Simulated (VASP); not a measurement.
# BP (F-43m) in VASP: further runs

One crystal, BP, is run at these levels: PBE+D3(BJ); tasks: relaxation of the atoms.

Everything below comes from runs of VASP 6.6.1. Logs are shortened: lines on timing, memory, paths and dates and some standing lists are left out, and cuts for length are marked.

### 1 The undisturbed crystal

It takes space group F-43m (No. 216, cubic). Conventional cell: a = 4.538 Å, b = 4.538 Å, c = 4.538 Å, α = 90.00°, β = 90.00°, γ = 90.00°. B (site symmetry -43m) has 4 P at 1.97 Å as nearest neighbours. P (site symmetry -43m) has 4 B at 1.97 Å as nearest neighbours.

### 2 Relaxation of the atoms, PBE+D3(BJ) (a relaxed cell with its volume scaled by 1.04)

File INCAR:

```
SYSTEM = BP
PREC = Accurate
ENCUT = 600
EDIFF = 1E-7
ISMEAR = 0
SIGMA = 0.03
LREAL = .FALSE.
LASPH = .TRUE.
NELM = 80
ALGO = Normal
ISIF = 2
LWAVE = .FALSE.
LCHARG = .FALSE.
GGA = PE
IVDW = 12
IBRION = 2
NSW = 40
EDIFFG = -0.01
```

File KPOINTS:

```
regular mesh
0
G
  10 10 10
  0 0 0
```

File POSCAR:

```
BP                                      
1.0
    0.0000000000      2.2822923583      2.2822923583
    2.2822923583      0.0000000000      2.2822923583
    2.2822923583      2.2822923583      0.0000000000
  B               P             
     1     1
Direct
     0.0000000000000000    0.0000000000000000    0.0000000000000000
     0.2500000000000000    0.2500000000000000    0.2500000000000000
```

Potentials or basis: VASP PAW PBE potentials, release 64 (B, P).

Started as:

```sh
$ cat potpaw_PBE.64/B/POTCAR potpaw_PBE.64/P/POTCAR > POTCAR
$ mpirun -np 1 vasp_std > vasp.out
```

OUTCAR:

```text
SYSTEM = BP
   PREC = Accurate
   ENCUT = 600
   EDIFF = 1E-7
   ISMEAR = 0
   LREAL = .FALSE.
   LASPH = .TRUE.
   NELM = 80
   ISIF = 2
   GGA = PE
   IVDW = 12
   IBRION = 2
   NSW = 40
   EDIFFG = -0.01
 IVDW          = 12

 ion  position               nearest neighbor table
   1  0.000  0.000  0.000-   2 1.98   2 1.98   2 1.98   2 1.98
   2  0.250  0.250  0.250-   1 1.98   1 1.98   1 1.98   1 1.98

  LATTYP: Found a face centered cubic cell.
 ALAT       =     4.5645847166

  Lattice vectors:

 A1 = (   0.0000000000,   2.2822923583,   2.2822923583)
 A2 = (   2.2822923583,   0.0000000000,   2.2822923583)
 A3 = (   2.2822923583,   2.2822923583,   0.0000000000)

Analysis of symmetry for initial positions (statically):
=====================================================================
 Subroutine PRICEL returns:
 Original cell was already a primitive cell.

 Routine SETGRP: Setting up the symmetry group for a
 face centered cubic supercell.

 Subroutine GETGRP returns: Found 24 space group operations
 (whereof 24 operations were pure point group operations)
 out of a pool of 48 trial point group operations.

The static configuration has the point symmetry T_d .

Analysis of symmetry for dynamics (positions and initial velocities):
=====================================================================
 Subroutine PRICEL returns:
 Original cell was already a primitive cell.

 Routine SETGRP: Setting up the symmetry group for a
 face centered cubic supercell.

 Subroutine GETGRP returns: Found 24 space group operations
 (whereof 24 operations were pure point group operations)
 out of a pool of 48 trial point group operations.

The dynamic configuration has the point symmetry T_d .

 Subroutine INISYM returns: Found 24 space group operations
 (whereof 24 operations are pure point group operations),
 and found     1 'primitive' translations

----------------------------------------------------------------------------------------

                                     Primitive cell

  volume of cell :      23.7763

  direct lattice vectors                    reciprocal lattice vectors
     0.000000000  2.282292358  2.282292358    -0.219077980  0.219077980  0.219077980
     2.282292358  0.000000000  2.282292358     0.219077980 -0.219077980  0.219077980
     2.282292358  2.282292358  0.000000000     0.219077980  0.219077980 -0.219077980

  length of vectors
     3.227648806  3.227648806  3.227648806     0.379454192  0.379454192  0.379454192

  position of ions in fractional coordinates (direct lattice)
     0.000000000  0.000000000  0.000000000
     0.250000000  0.250000000  0.250000000

  ion indices of the primitive-cell ions
   primitive index   ion index
                 1           1
                 2           2

----------------------------------------------------------------------------------------

 KPOINTS: regular mesh

Automatic generation of k-mesh.
 Grid dimensions read from file:
 generate k-points for:   10   10   10

 Generating k-lattice:

  Cartesian coordinates                     Fractional coordinates (reciprocal lattice)
    -0.021907798  0.021907798  0.021907798     0.100000000  0.000000000  0.000000000
     0.021907798 -0.021907798  0.021907798     0.000000000  0.100000000  0.000000000
     0.021907798  0.021907798 -0.021907798     0.000000000  0.000000000  0.100000000

  Length of vectors
     0.037945419  0.037945419  0.037945419

  Shift w.r.t. Gamma in fractional coordinates (k-lattice)
     0.000000000  0.000000000  0.000000000

 Subroutine IBZKPT returns following result:
 ===========================================

 Found     47 irreducible k-points:

 Following reciprocal coordinates:
            Coordinates               Weight
  0.000000  0.000000  0.000000      1.000000
  0.100000  0.000000  0.000000      8.000000
  0.200000  0.000000  0.000000      8.000000
  0.300000  0.000000  0.000000      8.000000
  0.400000  0.000000  0.000000      8.000000
  0.500000  0.000000  0.000000      4.000000
[... 16 lines left out ...]
  0.300000  0.300000  0.000000      6.000000
  0.400000  0.300000  0.000000     24.000000
 [... further k-points ...]
   k-points           NKPTS =     47   k-points in BZ     NKDIM =     47   number of bands    NBANDS=      8
   number of dos      NEDOS =    301   number of ions     NIONS =      2
   total plane-waves  NPLWV =  21952
   dimension x,y,z NGX =    28 NGY =   28 NGZ =   28
   dimension x,y,z NGXF=    56 NGYF=   56 NGZF=   56
   ions per type =               1   1
   NGX,Y,Z   is equivalent  to a cutoff of  14.42, 14.42, 14.42 a.u.
   NGXF,Y,Z  is equivalent  to a cutoff of  28.84, 28.84, 28.84 a.u.
 SYSTEM =  BP
   PREC   = accura    normal or accurate (medium, high low for compatibility)
   ISTART =      0    job   : 0-new  1-cont  2-samecut
   ICHARG =      2    charge: 1-file 2-atom 10-const
   ISPIN  =      1    spin polarized calculation?
   LNONCOLLINEAR =      F non collinear calculations
   LSORBIT =      F    spin-orbit coupling
   LASPH  =      T    aspherical Exc in radial PAW
   ENCUT  =  600.0 eV  44.10 Ry    6.64 a.u.   6.45  6.45  6.45*2*pi/ulx,y,z
   NELM   =     80;   NELMIN=  2; NELMDL= -5     # of ELM steps
   EDIFF  = 0.1E-06   stopping-criterion for ELM
   LREAL  =      F    real-space projection
   EDIFFG = -.1E-01   stopping-criterion for IOM
   NSW    =     40    number of steps for IOM
   IBRION =      2    ionic relax: 0-MD 1-quasi-New 2-CG
   NFREE  =      1    steps in history (QN), initial steepest desc. (CG)
   ISIF   =      2    stress and relaxation
   ISYM   =      2    0-nonsym 1-usesym 2-fastsym
   POTIM  = 0.5000    time-step for ionic-motion
   TEBEG  =    0.0;   TEEND  =   0.0 temperature during run
   PSTRESS=    0.0 pullay stress
   NELECT =       8.0000    total number of electrons
   NUPDOWN=      -1.0000    fix difference up-down
   EMIN   =  10.00;   EMAX   =-10.00  energy-range for DOS
   EFERMI =   0.00;   METHOD = LEGACY
   ISMEAR =     0;   SIGMA  =   0.03  broadening in eV -4-tet -1-fermi 0-gaus
   EFERMI_NEDOS =   21; number of points for ismear=-14 and -15
   IALGO  =     38    algorithm
   IMIX   =      4    mixing-type and parameters
     AMIX     =   0.40;   BMIX     =  1.00
     AMIX_MAG =   1.60;   BMIX_MAG =  1.00
  volume/ion in A,a.u.               =      11.89        80.23
  Fermi-wavevector in a.u.,A,eV,Ry     =   1.138650  2.151736 17.640275  1.296524
  Thomas-Fermi vector in A             =   2.275354
   LORBIT       =      0    0 simple, 1 ext, 2 COOP (PROOUT), +10 PAW based schemes
   GGA     = PE    functional components
   LHFCALC =     F    Hartree Fock is set to
   AEXX    =    0.0000 exact exchange contribution
   IVDW    =    12    specifies the selected vdW correction
   LEPSILON=     F    determine dielectric tensor
   LRPA    =     F    only Hartree local field effects (RPA)
 conjugate gradient relaxation of ions
 non-spin polarized calculation
 Gauss-broadening in eV      SIGMA  =   0.03
  energy-cutoff  :      600.00
  volume of cell :       23.78
 maximum number of plane-waves:       821
 NGX is ok and might be reduce to    28
   NGX = 13   NGY = 13   NGZ = 13

 number of electron       8.0000000 magnetization

 Free energy of the ion-electron system (eV)
  ---------------------------------------------------
  ext. energy  EPLUGINS =         0.00000000
  ---------------------------------------------------
  free energy    TOTEN  =       -12.93086594 eV

  energy without entropy =      -12.93086594  energy(sigma->0) =      -12.93086594

 E-fermi :   7.3566     XC(G=0): -10.8319

 val. band max:        7.2259792385   @ k =   0.0000   0.0000   0.0000
 cond. band min:       8.4894076069   @ k =   0.4000   0.4000   0.0000
 fundamental gap:      1.2634283684
 Fermi energy:         7.3565514368

 k-point     1 :       0.0000    0.0000    0.0000
  band No.  band energies     occupation
      1      -8.0781      2.00000
      2       7.2260      2.00000
      3       7.2260      2.00000
      4       7.2260      2.00000
      5      10.6016      0.00000
      6      10.6016      0.00000
      7      10.6016      0.00000
      8      14.3355      0.00000

 k-point     2 :       0.1000    0.0000    0.0000
  band No.  band energies     occupation
      1      -7.9006      2.00000
      2       5.9365      2.00000
      3       6.9359      2.00000
      4       6.9359      2.00000
      5      11.0035      0.00000
      6      11.0035      0.00000
      7      11.0206      0.00000
      8      14.8748      0.00000

 k-point     3 :       0.2000    0.0000    0.0000
  band No.  band energies     occupation
      1      -7.3749      2.00000
      2       3.6209      2.00000
      3       6.3842      2.00000
      4       6.3842      2.00000
      5      11.1870      0.00000
      6      11.7164      0.00000
      7      11.7164      0.00000
      8      16.0975      0.00000

 k-point     4 :       0.3000    0.0000    0.0000
  band No.  band energies     occupation
      1      -6.5318      2.00000
      2       1.2919      2.00000
      3       5.9007      2.00000
      4       5.9007      2.00000
      5      11.0750      0.00000
      6      12.0539      0.00000
      7      12.0539      0.00000
      8      17.0798      0.00000

 k-point     5 :       0.4000    0.0000    0.0000
  band No.  band energies     occupation
      1      -5.4861      2.00000
      2      -0.6961      2.00000
      3       5.5938      2.00000
      4       5.5938      2.00000
      5      10.9514      0.00000
      6      11.9983      0.00000
      7      11.9983      0.00000
      8      17.3175      0.00000
[... 177 lines left out ...]
 k-point    22 :      -0.2000    0.2000    0.0000
  band No.  band energies     occupation
      1      -6.2447      2.00000
      2       2.0189      2.00000
      3       3.1226      2.00000
      4       5.9973      2.00000
      5      11.6567      0.00000
      6      12.4969      0.00000
      7      13.5377      0.00000
      8      15.4437      0.00000

 k-point    23 :       0.3000    0.3000    0.0000
  band No.  band energies     occupation
      1      -5.9954      2.00000
      2       2.4113      2.00000
      3       4.0566      2.00000
      4       4.0566      2.00000
      5       8.7642      0.00000
      6      11.1435      0.00000
      7      15.9821      0.00000
      8      15.9821      0.00000

 k-point    24 :       0.4000    0.3000    0.0000
  band No.  band energies     occupation
      1      -5.1848      2.00000
      2       1.1044      2.00000
      3       3.2432      2.00000
      4       3.7658      2.00000
      5       9.0515      0.00000
      6      10.8540      0.00000
      7      16.5775      0.00000
      8      16.6035      0.00000

 [... further k-points ...]

------------------------ aborting loop because EDIFF is reached ----------------------------------------

 Edisp (eV)   -0.63559

 E8    (eV) :    -0.2324

  FORCE on cell =-STRESS in cart. coord.  units (eV):
  Direction    XX          YY          ZZ          XY          YZ          ZX
  --------------------------------------------------------------------------------------
  -------------------------------------------------------------------------------------
  Total      -0.92043    -0.92043    -0.92043     0.00000    -0.00000     0.00000
  in kB     -62.02369   -62.02369   -62.02369     0.00000    -0.00000     0.00000
  external pressure =      -62.02 kB  Pullay stress =        0.00 kB

 VOLUME and BASIS-vectors are now :
 -----------------------------------------------------------------------------
  energy-cutoff  :      600.00
  volume of cell :       23.78
      direct lattice vectors                 reciprocal lattice vectors
     0.000000000  2.282292358  2.282292358    -0.219077980  0.219077980  0.219077980
     2.282292358  0.000000000  2.282292358     0.219077980 -0.219077980  0.219077980
     2.282292358  2.282292358  0.000000000     0.219077980  0.219077980 -0.219077980

 POSITION                                       TOTAL-FORCE (eV/Angst)
 -----------------------------------------------------------------------------------
      0.00000      0.00000      0.00000         0.000000      0.000000      0.000000
      1.14115      1.14115      1.14115        -0.000000     -0.000000     -0.000000
 -----------------------------------------------------------------------------------
    total drift:                               -0.000000     -0.000000     -0.000000

  FREE ENERGIE OF THE ION-ELECTRON SYSTEM (eV)
  ---------------------------------------------------
  free  energy   TOTEN  =       -13.5664584345 eV

  energy  without entropy=      -13.5664584345  energy(sigma->0) =      -13.56645843

 reached required accuracy - stopping structural energy minimisation
```

Run time: 9 s. Hardware: 1 thread of Intel Xeon Platinum 8375C at 2.90GHz (Ice Lake), shared host; peak memory 0.16 GiB.

Results:

```yaml
Free_energy: -13.5665 eV
Pressure_after_relaxing: -6.2 GPa
Band_gap_on_the_k_mesh: 1.26 eV, indirect (least direct gap 3.38 eV)
Dispersion_energy_per_atom: -0.318 eV
```

Final structure:
```cif
data_structure
_symmetry_space_group_name_H-M 'P 1'
_symmetry_Int_Tables_number 1
_cell_length_a 3.2276
_cell_length_b 3.2276
_cell_length_c 3.2276
_cell_angle_alpha 60.000
_cell_angle_beta 60.000
_cell_angle_gamma 60.000
_cell_volume 23.78
loop_
_atom_site_label
_atom_site_type_symbol
_atom_site_fract_x
_atom_site_fract_y
_atom_site_fract_z
_atom_site_occupancy
B1 B 0.00000 0.00000 0.00000 1
P1 P 0.25000 0.25000 0.25000 1
```

Caveat: the relaxation stopped at its first step, so nothing moved. A k mesh can miss the band edges.

### 3 Relaxation of the atoms, PBE+D3(BJ) (a relaxed cell with its volume scaled by 1.06)

INCAR is that of step 2.

KPOINTS is that of step 2.

File POSCAR:

```
BP                                      
1.0
    0.0000000000      2.2968296442      2.2968296442
    2.2968296442      0.0000000000      2.2968296442
    2.2968296442      2.2968296442      0.0000000000
  B               P             
     1     1
Direct
     0.0000000000000000    0.0000000000000000    0.0000000000000000
     0.2500000000000000    0.2500000000000000    0.2500000000000000
```

Potentials or basis: VASP PAW PBE potentials, release 64 (B, P).

Started as:

```sh
$ cat potpaw_PBE.64/B/POTCAR potpaw_PBE.64/P/POTCAR > POTCAR
$ mpirun -np 1 vasp_std > vasp.out
```

Run time: 8.9 s. Hardware: 1 thread of Intel Xeon Platinum 8375C at 2.90GHz (Ice Lake), shared host; peak memory 0.16 GiB.

It converged, with:

- Free energy: -13.5450 eV
- Pressure after relaxing: -8.9 GPa
- Band gap on the k mesh: 1.29 eV, indirect (least direct gap 3.35 eV)
- Dispersion energy per atom: -0.312 eV

Final structure:
```
CELL_PARAMETERS angstrom
0.00000 2.29683 2.29683
2.29683 0.00000 2.29683
2.29683 2.29683 0.00000
ATOMIC_POSITIONS crystal
B 0.00000 0.00000 0.00000
P 0.25000 0.25000 0.25000
```

Levels at points of the mesh, in eV from the valence-band top:
```
           k point  band 2  band 3  band 4  band 5  band 6  band 7
(0.00, 0.00, 0.00)    0.00    0.00    0.00    3.35    3.35    3.35
(0.50, 0.00, 0.00)   -8.77   -1.71   -1.71    3.57    4.69    4.69
(0.50, 0.50, 0.00)   -8.39   -3.98   -3.98    1.40    1.69   11.78
```

Caveat: the relaxation stopped at its first step, so nothing moved. A k mesh can miss the band edges.
